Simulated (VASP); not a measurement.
# Ta (Im-3m) in VASP: notebook

Runs on Ta. Level: PBE+D3(BJ). Tasks: relaxation of cell and atoms, vibrations by finite differences.

Everything below comes from runs of VASP 6.6.1. Logs are shortened: lines on timing, memory, paths and dates and some standing lists are left out, and cuts for length are marked.

## (1) The crystal as given

The structure is cubic, space group Im-3m (No. 229). The conventional cell has a = 3.303 Å, b = 3.303 Å, c = 3.303 Å, α = 90.00°, β = 90.00°, γ = 90.00°. Ta (site symmetry m-3m) has 8 Ta at 2.86 Å as nearest neighbours.

## (2) Relaxation of cell and atoms, PBE+D3(BJ)

Contents of INCAR:

```
PREC = Accurate ; ENCUT = 520
EDIFF = 1E-7 ; ISMEAR = 0
SIGMA = 0.1 ; LREAL = F
LASPH = T ; NELM = 100
ALGO = Normal ; ISIF = 3
LWAVE = F ; LCHARG = F
GGA = PE ; IVDW = 12
IBRION = 2 ; NSW = 80
EDIFFG = -0.002
```

Contents of KPOINTS:

```
Automatic mesh
0
Gamma
  18 18 18
```

Contents of POSCAR:

```
Ta
1.0
   -1.6512800000      1.6512800000      1.6512800000
    1.6512800000     -1.6512800000      1.6512800000
    1.6512800000      1.6512800000     -1.6512800000
Ta
1
Direct
    0.0000000000      0.0000000000      0.0000000000
```

Potentials or basis: VASP PAW PBE potentials, release 64 (Ta_pv).

Command:

```
> cat potpaw_PBE.64/Ta_pv/POTCAR > POTCAR
> mpirun -np 1 vasp_std > vasp.out
```

OUTCAR:

```text
PREC = Accurate
   ENCUT = 520
   EDIFF = 1E-7
   ISMEAR = 0
   LREAL = F
   LASPH = T
   NELM = 100
   ISIF = 3
   GGA = PE
   IVDW = 12
   IBRION = 2
   NSW = 80
   EDIFFG = -0.002
 IVDW          = 12

 ion  position               nearest neighbor table
   1  0.000  0.000  0.000-

  LATTYP: Found a body centered cubic cell.
 ALAT       =     3.3025600000

  Lattice vectors:

 A1 = (  -1.6512800000,   1.6512800000,   1.6512800000)
 A2 = (   1.6512800000,  -1.6512800000,   1.6512800000)
 A3 = (   1.6512800000,   1.6512800000,  -1.6512800000)

Analysis of symmetry for initial positions (statically):
=====================================================================
 Subroutine PRICEL returns:
 Original cell was already a primitive cell.

 Routine SETGRP: Setting up the symmetry group for a
 body centered cubic supercell.

 Subroutine GETGRP returns: Found 48 space group operations
 (whereof 48 operations were pure point group operations)
 out of a pool of 48 trial point group operations.

The static configuration has the point symmetry O_h .

Analysis of symmetry for dynamics (positions and initial velocities):
=====================================================================
 Subroutine PRICEL returns:
 Original cell was already a primitive cell.

 Routine SETGRP: Setting up the symmetry group for a
 body centered cubic supercell.

 Subroutine GETGRP returns: Found 48 space group operations
 (whereof 48 operations were pure point group operations)
 out of a pool of 48 trial point group operations.

The dynamic configuration has the point symmetry O_h .

 Subroutine INISYM returns: Found 48 space group operations
 (whereof 48 operations are pure point group operations),
 and found     1 'primitive' translations

----------------------------------------------------------------------------------------

                                     Primitive cell

  volume of cell :      18.0104

  direct lattice vectors                    reciprocal lattice vectors
    -1.651280000  1.651280000  1.651280000     0.000000000  0.302795407  0.302795407
     1.651280000 -1.651280000  1.651280000     0.302795407  0.000000000  0.302795407
     1.651280000  1.651280000 -1.651280000     0.302795407  0.302795407  0.000000000

  length of vectors
     2.860100858  2.860100858  2.860100858     0.428217371  0.428217371  0.428217371

  position of ions in fractional coordinates (direct lattice)
     0.000000000  0.000000000  0.000000000

  ion indices of the primitive-cell ions
   primitive index   ion index
                 1           1

----------------------------------------------------------------------------------------

 KPOINTS: Automatic mesh

Automatic generation of k-mesh.
 Grid dimensions read from file:
 generate k-points for:   18   18   18

 Generating k-lattice:

  Cartesian coordinates                     Fractional coordinates (reciprocal lattice)
     0.000000000  0.016821967  0.016821967     0.055555556  0.000000000  0.000000000
     0.016821967  0.000000000  0.016821967     0.000000000  0.055555556  0.000000000
     0.016821967  0.016821967  0.000000000     0.000000000  0.000000000  0.055555556

  Length of vectors
     0.023789854  0.023789854  0.023789854

  Shift w.r.t. Gamma in fractional coordinates (k-lattice)
     0.000000000  0.000000000  0.000000000

 Subroutine IBZKPT returns following result:
 ===========================================

 Found    195 irreducible k-points:

 Following reciprocal coordinates:
            Coordinates               Weight
  0.000000  0.000000  0.000000      1.000000
  0.055556  0.000000  0.000000     12.000000
  0.111111  0.000000  0.000000     12.000000
  0.166667  0.000000  0.000000     12.000000
  0.222222  0.000000  0.000000     12.000000
  0.277778  0.000000  0.000000     12.000000
[... 16 lines left out ...]
  0.333333  0.111111  0.000000     48.000000
  0.388889  0.111111  0.000000     48.000000
 [... further k-points ...]
   k-points           NKPTS =    195   k-points in BZ     NKDIM =    195   number of bands    NBANDS=      9
   number of dos      NEDOS =    301   number of ions     NIONS =      1
   total plane-waves  NPLWV =  13824
   dimension x,y,z NGX =    24 NGY =   24 NGZ =   24
   dimension x,y,z NGXF=    48 NGYF=   48 NGZF=   48
   ions per type =               1
   NGX,Y,Z   is equivalent  to a cutoff of  13.95, 13.95, 13.95 a.u.
   NGXF,Y,Z  is equivalent  to a cutoff of  27.90, 27.90, 27.90 a.u.
 SYSTEM =  unknown system
   PREC   = accura    normal or accurate (medium, high low for compatibility)
   ISTART =      0    job   : 0-new  1-cont  2-samecut
   ICHARG =      2    charge: 1-file 2-atom 10-const
   ISPIN  =      1    spin polarized calculation?
   LNONCOLLINEAR =      F non collinear calculations
   LSORBIT =      F    spin-orbit coupling
   LASPH  =      T    aspherical Exc in radial PAW
   ENCUT  =  520.0 eV  38.22 Ry    6.18 a.u.   5.32  5.32  5.32*2*pi/ulx,y,z
   NELM   =    100;   NELMIN=  2; NELMDL= -5     # of ELM steps
   EDIFF  = 0.1E-06   stopping-criterion for ELM
   LREAL  =      F    real-space projection
   EDIFFG = -.2E-02   stopping-criterion for IOM
   NSW    =     80    number of steps for IOM
   IBRION =      2    ionic relax: 0-MD 1-quasi-New 2-CG
   NFREE  =      1    steps in history (QN), initial steepest desc. (CG)
   ISIF   =      3    stress and relaxation
   ISYM   =      2    0-nonsym 1-usesym 2-fastsym
   POTIM  = 0.5000    time-step for ionic-motion
   TEBEG  =    0.0;   TEEND  =   0.0 temperature during run
   PSTRESS=    0.0 pullay stress
   NELECT =      11.0000    total number of electrons
   NUPDOWN=      -1.0000    fix difference up-down
   EMIN   =  10.00;   EMAX   =-10.00  energy-range for DOS
   EFERMI =   0.00;   METHOD = LEGACY
   ISMEAR =     0;   SIGMA  =   0.10  broadening in eV -4-tet -1-fermi 0-gaus
   EFERMI_NEDOS =   21; number of points for ismear=-14 and -15
   IALGO  =     38    algorithm
   IMIX   =      4    mixing-type and parameters
     AMIX     =   0.40;   BMIX     =  1.00
     AMIX_MAG =   1.60;   BMIX_MAG =  1.00
  volume/ion in A,a.u.               =      18.01       121.54
  Fermi-wavevector in a.u.,A,eV,Ry     =   1.388988  2.624806 26.249534  1.929286
  Thomas-Fermi vector in A             =   2.513061
   LORBIT       =      0    0 simple, 1 ext, 2 COOP (PROOUT), +10 PAW based schemes
   GGA     = PE    functional components
   LHFCALC =     F    Hartree Fock is set to
   AEXX    =    0.0000 exact exchange contribution
   IVDW    =    12    specifies the selected vdW correction
   LEPSILON=     F    determine dielectric tensor
   LRPA    =     F    only Hartree local field effects (RPA)
 conjugate gradient relaxation of ions
 non-spin polarized calculation
 Gauss-broadening in eV      SIGMA  =   0.10
  energy-cutoff  :      520.00
  volume of cell :       18.01
 maximum number of plane-waves:       498
 NGX is ok and might be reduce to    24
   NGX = 11   NGY = 11   NGZ = 11

--------------------------------------- Ionic step        1  -------------------------------------------

 number of electron      11.0000002 magnetization

 Free energy of the ion-electron system (eV)
  ---------------------------------------------------
  ext. energy  EPLUGINS =         0.00000000
  ---------------------------------------------------
  free energy    TOTEN  =       -11.81363491 eV

  energy without entropy =      -11.80757936  energy(sigma->0) =      -11.81060713

------------------------ aborting loop because EDIFF is reached ----------------------------------------

 Edisp (eV)   -0.66247

 E8    (eV) :    -0.3469

  FORCE on cell =-STRESS in cart. coord.  units (eV):
  Direction    XX          YY          ZZ          XY          YZ          ZX
  --------------------------------------------------------------------------------------
  -------------------------------------------------------------------------------------
  Total      -0.34363    -0.34363    -0.34363     0.00000     0.00000    -0.00000
  in kB     -30.56844   -30.56844   -30.56844     0.00000     0.00000    -0.00000
  external pressure =      -30.57 kB  Pullay stress =        0.00 kB
[... 176 lines left out ...]
  energy  without entropy=      -12.4727571115  energy(sigma->0) =      -12.47575782

--------------------------------------- Ionic step        6  -------------------------------------------

 number of electron      11.0000002 magnetization

 Free energy of the ion-electron system (eV)
  ---------------------------------------------------
  ext. energy  EPLUGINS =         0.00000000
  ---------------------------------------------------
  free energy    TOTEN  =       -11.80567018 eV

  energy without entropy =      -11.79967093  energy(sigma->0) =      -11.80267055

 E-fermi :   5.6246     XC(G=0): -12.6966

 val. band max:        5.6205476514   @ k =   0.1111   0.0556   0.0556
 cond. band min:       5.6277877838   @ k =   0.3333   0.0000   0.0000
 fundamental gap:      0.0072401324
 Fermi energy:         5.6245740664

 k-point     1 :       0.0000    0.0000    0.0000
  band No.  band energies     occupation
      1     -27.3948      2.00000
      2     -27.3948      2.00000
      3     -27.3948      2.00000
      4      -2.3636      2.00000
      5       6.3485      0.00000
      6       6.3485      0.00000
      7       6.3485      0.00000
      8       9.6764      0.00000
      9       9.6764      0.00000
[... 265 lines left out ...]
 k-point    24 :       0.3889    0.1111    0.0000
  band No.  band energies     occupation
      1     -28.5530      2.00000
      2     -27.8265      2.00000
      3     -27.4572      2.00000
      4       1.5706      2.00000
      5       4.1508      2.00000
      6       6.3126      0.00000
      7       9.4309      0.00000
      8      10.7558      0.00000
      9      13.6612      0.00000

 [... further k-points ...]

------------------------ aborting loop because EDIFF is reached ----------------------------------------

 Edisp (eV)   -0.67309

 E8    (eV) :    -0.3525

  FORCE on cell =-STRESS in cart. coord.  units (eV):
  Direction    XX          YY          ZZ          XY          YZ          ZX
  --------------------------------------------------------------------------------------
  -------------------------------------------------------------------------------------
  Total       0.00106     0.00106     0.00106    -0.00000     0.00000    -0.00000
  in kB       0.09566     0.09566     0.09566    -0.00000     0.00000    -0.00000
  external pressure =        0.10 kB  Pullay stress =        0.00 kB
[... 16 lines left out ...]
  FREE ENERGIE OF THE ION-ELECTRON SYSTEM (eV)
  ---------------------------------------------------
  free  energy   TOTEN  =       -12.4787603066 eV

  energy  without entropy=      -12.4727610588  energy(sigma->0) =      -12.47576068

 reached required accuracy - stopping structural energy minimisation
```

Wall time 97 s (1 thread of AMD EPYC 7R13 (Zen 3), shared host); peak memory 0.15 GiB.

Results:

```
Free energy                            : -12.4788 eV
Relaxed volume                         : 17.74 Å³/atom
Relaxed cell                           : a = 2.846 Å, b = 2.846 Å, c = 2.846 Å, α = 109.47°, β = 109.47°, γ = 109.47°
Space group after relaxing (to 0.05 Å) : Im-3m (No. 229)
Energy gained by relaxing              : 2.7 meV/atom
Ionic steps                            : 6
Pressure after relaxing                : 0.0 GPa
Band gap on the k mesh                 : none (metal or under the smearing width)
Dispersion energy per atom             : -0.673 eV
```

Step by step:
```tsv
step	energy change (eV)	largest force (eV/Å)	pressure (GPa)	volume (Å³)
1	0.0000	0.0000	-3.06	18.01
2	0.0115	0.0000	7.69	17.13
3	-0.0027	0.0000	-0.02	17.74
4	-0.0027	0.0000	0.04	17.73
5	-0.0027	0.0000	-0.07	17.74
6	-0.0027	0.0000	0.01	17.74
```

Final structure:
```yaml
crystal:
  lattice:
    - [-1.64286, 1.64286, 1.64286]
    - [1.64286, -1.64286, 1.64286]
    - [1.64286, 1.64286, -1.64286]
  atoms:
    - { symbol: Ta, position: [0.00000, 0.00000, 0.00000] }
```

Caveat: pairwise dispersion overbinds metals, which lowers pressure and volume. The run has no spin-orbit coupling, so splittings on Ta are missing.

(Continued in part 2 of 2.)
